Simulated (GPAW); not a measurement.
The system is SnO2 (Cassiterite).

```xyz
6
Lattice="4.7380 0.0000 0.0000 0.0000 4.7380 0.0000 0.0000 0.0000 3.1865" Properties=species:S:1:pos:R:3 pbc="T T T"
Sn    2.3690    2.3690    1.5933
Sn    0.0000    0.0000    0.0000
O     3.8240    0.9140    1.5933
O     3.2830    3.2830    0.0000
O     0.9140    3.8240    1.5933
O     1.4550    1.4550    0.0000
```

- Program: GPAW 26.7.0
- Task: relaxation of cell and atoms
- Functional: PW91
- Potentials or basis: PAW data sets generated in the run's folder for this functional
- Cutoff: 800 eV
- Basis: pw
- k mesh: 4 × 4 × 5
- Occupations: fermi-dirac, width 0.05 eV
- Spin: no spin polarisation

At the start: pressure 8.6 GPa; volume 11.92 Å³/atom.

**Question.** Where does the relaxation end?

**Answer.** Over 7 steps the energy falls by 13.8 meV/atom and the volume is 12.42 Å³/atom (+4.2 %); space group P4_2/mnm (No. 136, to 0.05 Å).

Step by step:
| step | energy change (eV) | largest force (eV/Å) | pressure (GPa) | volume (Å³) |
| --- | --- | --- | --- | --- |
| 1 | 0.0000 | 0.2522 | 8.63 | 71.53 |
| 2 | -0.0199 | 0.1462 | 7.45 | 71.86 |
| 3 | -0.0703 | 0.2238 | 2.10 | 73.56 |
| 4 | -0.0756 | 0.2113 | 1.10 | 73.95 |
| 5 | -0.0816 | 0.0964 | -0.13 | 74.49 |
| 6 | -0.0825 | 0.0220 | -0.15 | 74.54 |
| 7 | -0.0826 | 0.0047 | -0.01 | 74.50 |

Final structure:
```xyz
6
Lattice="4.7998 0.0000 0.0000 0.0000 4.7998 0.0000 0.0000 0.0000 3.2339" Properties=species:S:1:pos:R:3 pbc="T T T"
Sn    2.3999    2.3999    1.6169
Sn    0.0000    0.0000    0.0000
O     3.8711    0.9288    1.6169
O     3.3287    3.3287    0.0000
O     0.9288    3.8711    1.6169
O     1.4711    1.4711    0.0000
```

Caveat: the k mesh is coarse; later steps reuse the first step's grids.
